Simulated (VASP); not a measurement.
Input of a VASP 6.6.1 run:

The input INCAR:

```
SYSTEM = VN
PREC = Accurate
ENCUT = 600
EDIFF = 1E-6
ISMEAR = 1
SIGMA = 0.1
LREAL = .FALSE.
LASPH = .TRUE.
NELM = 80
ALGO = Normal
ISIF = 3
LWAVE = .FALSE.
LCHARG = .FALSE.
GGA = PE
IBRION = 2
NSW = 90
EDIFFG = -0.01
```

The input KPOINTS:

```
regular mesh
0
G
  16 16 16
  0 0 0
```

File POSCAR:

```
VN
1.0
    0.0000000000      2.0640000000      2.0640000000
    2.0640000000      0.0000000000      2.0640000000
    2.0640000000      2.0640000000      0.0000000000
V N
1 1
Direct
    0.0000000000      0.0000000000      0.0000000000
    0.5000000000      0.5000000000      0.5000000000
```

Potentials or basis: VASP PAW PBE potentials, release 64 (V_sv, N).

The run is started by

```console
$ cat potpaw_PBE.64/V_sv/POTCAR potpaw_PBE.64/N/POTCAR > POTCAR
$ mpirun -np 1 vasp_std > vasp.out
```

Problem. What does it give for the relaxed cell?

Solution. a = 2.913 Å, b = 2.913 Å, c = 2.913 Å, α = 60.00°, β = 60.00°, γ = 60.00°.

Problem. Estimate the relaxed volume.

Solution. 8.74 Å³/atom.

Problem. Predict the space group after relaxing (to 0.05 Å).

Solution. Fm-3m (No. 225).

Final structure:
```yaml
crystal:
  lattice:
    - [0.00000, 2.05957, 2.05957]
    - [2.05957, 0.00000, 2.05957]
    - [2.05957, 2.05957, 0.00000]
  atoms:
    - { symbol: V, position: [0.00000, 0.00000, 0.00000] }
    - { symbol: N, position: [0.50000, 0.50000, 0.50000] }
```

Caveat: the run has no spin polarisation, though such a crystal can be magnetic.
